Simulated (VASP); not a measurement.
# GaP: relaxation of cell and atoms with PBE

The system is GaP.

```
CELL_PARAMETERS angstrom
0.00000 2.75284 2.75284
2.75284 0.00000 2.75284
2.75284 2.75284 0.00000
ATOMIC_POSITIONS crystal
Ga 0.00000 0.00000 0.00000
P 0.25000 0.25000 0.25000
```

```
Program                : VASP 6.6.1
Task                   : relaxation of cell and atoms
Functional             : PBE
Potentials or basis    : VASP PAW PBE potentials, release 64 (Ga_d, P)
Cutoff                 : 520 eV
k mesh                 : 10 × 10 × 10
Occupations            : gaussian, width 0.02 eV
Spin                   : no spin polarisation
Further INCAR settings : ALGO = Normal; EDIFF = 1e-07; IBRION = 2; EDIFFG = -0.002; NSW = 80; ISIF = 3
```

```
Pressure after relaxing : 0.0 GPa
Band gap on the k mesh  : 1.58 eV, direct
```

Final structure:
```
CELL_PARAMETERS angstrom
0.00000 2.75284 2.75284
2.75284 0.00000 2.75284
2.75284 2.75284 0.00000
ATOMIC_POSITIONS crystal
Ga 0.00000 0.00000 0.00000
P 0.25000 0.25000 0.25000
```

Levels at points of the mesh, in eV from the valence-band top:
```
           k point  band 6  band 7  band 8  band 9  band 10  band 11  band 12  band 13
(0.00, 0.00, 0.00)  -12.27    0.00    0.00    0.00     1.58     3.90     3.90     3.90
(0.50, 0.00, 0.00)  -10.30   -6.46   -1.07   -1.07     1.58     4.73     4.73     8.23
(0.50, 0.50, 0.00)   -9.44   -6.61   -2.58   -2.58     1.72     1.85    10.37    10.37
```

Wall time 8.9 s on 4 MPI ranks on Intel(R) Xeon(R) Platinum 8375C CPU @ 2.90GHz (Ice Lake) (shared host), peak memory 0.17 GiB a rank.

Caveat: the relaxation stopped at its first step, so nothing moved. PBE gaps usually lie below the measured ones, often by a third to a half.
